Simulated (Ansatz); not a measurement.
# WS2 in Ansatz: the effect of Hubbard term

WS2, a slab with vacuum:

```
W S
1.0
     3.18352    0.00000    0.00000
    -1.59176    2.75701    0.00000
     0.00000    0.00000   16.95058
W S
1 2
Direct
  0.00000 0.00000 0.00000
  0.33333 0.66667 0.09200
  0.33333 0.66667 0.90800
```

Alike in all runs:

```yaml
Program: Ansatz 0.2.0
Task: density of states
Functional: PBEsol
Potentials_or_basis: all-electron LAPW, scalar-relativistic
Cutoff: 259 eV
Density_cutoff: 1037 eV
Basis_error_allowed: 0.002 eV/atom
k_mesh: 10 × 10 × 2
Occupations: fermi-dirac, width 0.05 eV
Spin: no spin polarisation
```

Task: One run gave: gap on the mesh 1.96 eV; largest force 0.12 eV/Å. Which Hubbard term did it use?
A. W d U = 8 eV
B. W d U = 4 eV
C. W d U = 2 eV
D. W d U = 6 eV

Result: C.

```tsv
Hubbard term	gap on the mesh (eV)	largest force (eV/Å)
W d U = 2 eV	1.96	0.12
W d U = 4 eV	1.93	0.11
W d U = 6 eV	1.77	0.10
W d U = 8 eV	1.32	0.11
```

Caveats: U is the effective U less J, on atomic orbitals that reach past the spheres; spin-orbit coupling is left out, which moves the levels of the heavy elements.

A k mesh can miss the band edges.

Not every run made on this cell is shown here.
